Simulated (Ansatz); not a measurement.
Relaxation of a periodic cell of 25 atoms, Sn8HO16 (host SnO2, host structure Pbcn, interstitial H), to a largest force component of 0.03 eV/Å in at most 60 steps.

Level of theory: DFT PBE, scalar-relativistic, plane waves, PAW (Ansatz 0.2.0). Settings: PAW set soft_1, cutoff 420 eV, k mesh 2x2x2, gaussian smearing 0.02 eV, spin collinear.

```xyz
25
Lattice="0.0000 5.7509 5.2471 4.7351 0.0000 5.2471 4.7351 5.7509 0.0000" Properties=species:S:1:pos:R:3
Sn 2.368 3.827 3.935
Sn 4.735 4.799 6.559
Sn 2.368 1.924 1.312
Sn 4.735 6.702 3.935
O 3.458 9.242 5.660
O 1.091 5.135 4.835
O 3.645 5.135 3.036
O 1.277 3.492 2.211
O 3.458 2.259 3.036
O 5.826 6.367 2.211
O 3.645 6.367 5.660
O 6.012 8.010 4.835
Sn 7.103 9.578 9.182
Sn 4.735 4.799 1.312
Sn 7.103 7.675 6.559
Sn 4.735 6.702 9.182
O 3.458 3.492 5.660
O 5.826 5.135 4.835
O 3.645 5.135 8.283
O 6.012 9.242 7.458
O 8.193 8.010 8.283
O 5.826 6.367 7.458
O 8.380 6.367 5.660
O 6.012 2.259 4.835
H 6.528 6.555 3.819
```

Problem. Where does it end, and by what steps?

Solution. It converged. The force dipped under the threshold on the way, but the program's further checks kept it going. Limits of this set-up: coarse k mesh, a small cell, in which the defect meets its images, a typed lattice constant that wasn't relaxed here. After 5 steps the energy has fallen by 0.470 eV; H25 moved furthest, 0.55 Å. Parted: Sn4–H25 (1.80 → 2.40 Å).

```csv
step,energy less start (eV),largest force component (eV/Å),accepted
0,0.0000,2.549,yes
1,-0.3480,0.628,yes
2,-0.4421,0.202,yes
3,-0.4680,0.098,yes
4,-0.4700,0.007,yes
5,-0.4700,0.007,yes
```

```xyz
25
Lattice="0.0000 5.7509 5.2471 4.7351 0.0000 5.2471 4.7351 5.7509 0.0000" Properties=species:S:1:pos:R:3
Sn 2.345 3.849 3.936
Sn 4.714 4.773 6.557
Sn 2.349 1.921 1.308
Sn 4.687 6.719 3.938
O 3.442 9.231 5.646
O 1.085 5.161 4.847
O 3.605 5.161 3.024
O 1.251 3.466 2.226
O 3.479 2.300 3.014
O 5.797 6.363 2.206
O 3.606 6.346 5.660
O 5.950 8.050 4.854
Sn 7.078 9.584 9.181
Sn 4.710 4.783 1.310
Sn 7.077 7.667 6.558
Sn 4.737 6.717 9.183
O 3.441 3.465 5.645
O 5.791 5.136 4.839
O 3.636 5.133 8.278
O 5.984 9.234 7.466
O 8.176 8.034 8.272
O 5.816 6.347 7.459
O 8.359 6.358 5.659
O 5.982 2.284 4.845
H 7.074 6.496 3.839
```

Whether the end is a true minimum wasn't checked by a vibrational analysis.

Run time: 59 s on 4 threads of Intel(R) Xeon(R) Platinum 8259CL CPU @ 2.50GHz (Skylake/Cascade Lake) (shared host), peak memory 1.3 GiB.
